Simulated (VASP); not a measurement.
Set up this calculation in VASP 6.6.1, as the native input.

```
Task                   : relaxation of cell and atoms
Functional             : PBE
Dispersion             : D3(BJ)
Potentials or basis    : VASP PAW PBE potentials, release 64 (S, Mg)
Cutoff                 : 600 eV
k mesh                 : 8 × 8 × 8
Occupations            : gaussian, width 0.02 eV
Spin                   : no spin polarisation
Ladder                 : gaps
Further INCAR settings : ALGO = Fast; EDIFF = 1e-06; IBRION = 2; EDIFFG = -0.01; NSW = 60; ISIF = 3
```

The structure of MgS (Niningerite) lies in POSCAR:

```
MgS
1.0
    0.0000000000      2.6016500000      2.6016500000
    2.6016500000      0.0000000000      2.6016500000
    2.6016500000      2.6016500000      0.0000000000
S Mg
1 1
Direct
    0.5000000000      0.5000000000      0.5000000000
    0.0000000000      0.0000000000      0.0000000000
```

The input as run:

INCAR

```
ALGO = Fast ; EDIFF = 1E-6
EDIFFG = -0.01 ; ENCUT = 600
GGA = PE ; IBRION = 2
ISIF = 3 ; ISMEAR = 0
IVDW = 12 ; LASPH = T
LCHARG = F ; LREAL = F
LWAVE = F ; NELM = 80
NSW = 60 ; PREC = Accurate
SIGMA = 0.02
```

KPOINTS

```
k-points
0
Gamma
  8 8 8
```

Potentials or basis: VASP PAW PBE potentials, release 64 (S, Mg).

Launch:

```bash
$ cat potpaw_PBE.64/S/POTCAR potpaw_PBE.64/Mg/POTCAR > POTCAR
$ mpirun -np 1 vasp_std > vasp.out
```

It gave:

```
Relaxed volume                         : 17.06 Å³/atom
Relaxed cell                           : a = 3.641 Å, b = 3.641 Å, c = 3.641 Å, α = 60.00°, β = 60.00°, γ = 60.00°
Space group after relaxing (to 0.05 Å) : Fm-3m (No. 225)
Energy gained by relaxing              : 4.2 meV/atom
Ionic steps                            : 3
Pressure after relaxing                : 0.0 GPa
Band gap on the k mesh                 : 2.84 eV, indirect (least direct gap 3.96 eV)
Dispersion energy per atom             : -0.367 eV
```

It took 50 s on 1 thread of Intel(R) Xeon(R) Platinum 8375C CPU @ 2.90GHz (Ice Lake), on a shared host, peak memory 0.19 GiB.
